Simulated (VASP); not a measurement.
Here is a VASP 6.6.1 calculation.

The input INCAR:

```
PREC     = Accurate       # precision mode
ENCUT    = 520            # plane-wave cutoff, eV
EDIFF    = 1E-6           # SCF threshold, eV
ISMEAR   = 0              # smearing method
SIGMA    = 0.02           # smearing width, eV
LREAL    = False          # projectors in reciprocal space
LASPH    = True           # aspherical terms in the spheres
NELM     = 100            # most SCF steps
ALGO     = Fast           # electronic algorithm
ISIF     = 2              # what is computed and relaxed
LWAVE    = False          # write WAVECAR
LCHARG   = False          # write CHGCAR
MAGMOM   = 0 0 0 0 0 0 0 0 0 # initial moments
LORBIT   = 11             # projections on sites
LSORBIT  = True           # spin-orbit coupling
GGA_COMPAT= False        
LMAXMIX  = 4              # l up to which the mixer works
GGA      = PE             # functional
NBANDS   = 37             # bands
KPAR     = 2
```

KPOINTS

```
regular mesh
0
Gamma
  6 6 4
```

Contents of POSCAR:

```
ZrSe2
1.0
    3.7980000000      0.0000000000      0.0000000000
   -1.8990000000      3.2891644836      0.0000000000
    0.0000000000      0.0000000000      6.1920000000
Zr Se
1 2
Direct
    0.0000000000      0.0000000000      0.0000000000
    0.6666666667      0.3333333333      0.7500000000
    0.3333333333      0.6666666667      0.2500000000
```

KPOINTS_OPT

```
path GMKGALHA,LM,KH
20
line-mode
reciprocal
 0.0000000000  0.0000000000  0.0000000000  G
 0.5000000000  0.0000000000  0.0000000000  M

 0.5000000000  0.0000000000  0.0000000000  M
 0.3333333333  0.3333333333  0.0000000000  K

 0.3333333333  0.3333333333  0.0000000000  K
 0.0000000000  0.0000000000  0.0000000000  G

 0.0000000000  0.0000000000  0.0000000000  G
 0.0000000000  0.0000000000  0.5000000000  A

 0.0000000000  0.0000000000  0.5000000000  A
 0.5000000000  0.0000000000  0.5000000000  L

 0.5000000000  0.0000000000  0.5000000000  L
 0.3333333333  0.3333333333  0.5000000000  H

 0.3333333333  0.3333333333  0.5000000000  H
 0.0000000000  0.0000000000  0.5000000000  A

 0.5000000000  0.0000000000  0.5000000000  L
 0.5000000000  0.0000000000  0.0000000000  M

 0.3333333333  0.3333333333  0.0000000000  K
 0.3333333333  0.3333333333  0.5000000000  H
```

Potentials or basis: VASP PAW PBE potentials, release 64 (Zr_sv, Se).

Command:

```console
$ cat potpaw_PBE.64/Zr_sv/POTCAR potpaw_PBE.64/Se/POTCAR > POTCAR
$ mpirun -np 2 vasp_ncl > vasp.out
```

Question: What does it give for the pressure?

Answer: 2.1 GPa.

Question: Estimate the largest force.

Answer: 0.293 eV/Å.

Forces on the atoms (eV/Å):
```
Zr   0.000  0.000  0.000
Se   0.000  0.000 -0.293
Se   0.000  0.000  0.293
```

Caveat: this functional lacks dispersion, which binds the layers, so the pressure and a relaxed spacing across them are unreliable.
